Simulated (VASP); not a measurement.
Crystal: AlP.

```xyz
2
Lattice="0.0000 2.7529 2.7529 2.7529 0.0000 2.7529 2.7529 2.7529 0.0000" Properties=species:S:1:pos:R:3 pbc="T T T"
Al    0.0000    0.0000    0.0000
P     1.3764    1.3764    1.3764
```

The cell is a database's computed one.

Program: VASP 6.6.1. Alike in all runs: task band structure; no spin polarisation; cell as given; cutoff (eV) 450; smearing gaussian 0.02 eV.

Order these runs on this cell by their band gap on the k mesh, lowest first.
A. level HSE06; potentials or basis VASP PAW PBE potentials, release 64 (Al, P); k mesh 8 × 8 × 8; grid for exact exchange (PRECFOCK) Fast; screening parameter 0.2 1/A
B. level PBE0; potentials or basis VASP PAW PBE potentials, release 64 (Al, P); k mesh 8 × 8 × 8; grid for exact exchange (PRECFOCK) Fast; exchange at q = 0 truncated
C. level r2SCAN; potentials or basis VASP PAW PBE potentials, release 64 (Al, P); k mesh 10 × 10 × 10
D. level LDA; potentials or basis VASP PAW LDA potentials, release 64 (Al, P); k mesh 10 × 10 × 10

D (1.49 eV), C (1.96 eV), A (2.33 eV), B (2.99 eV).

Runs at the PBE level aren't shown here.
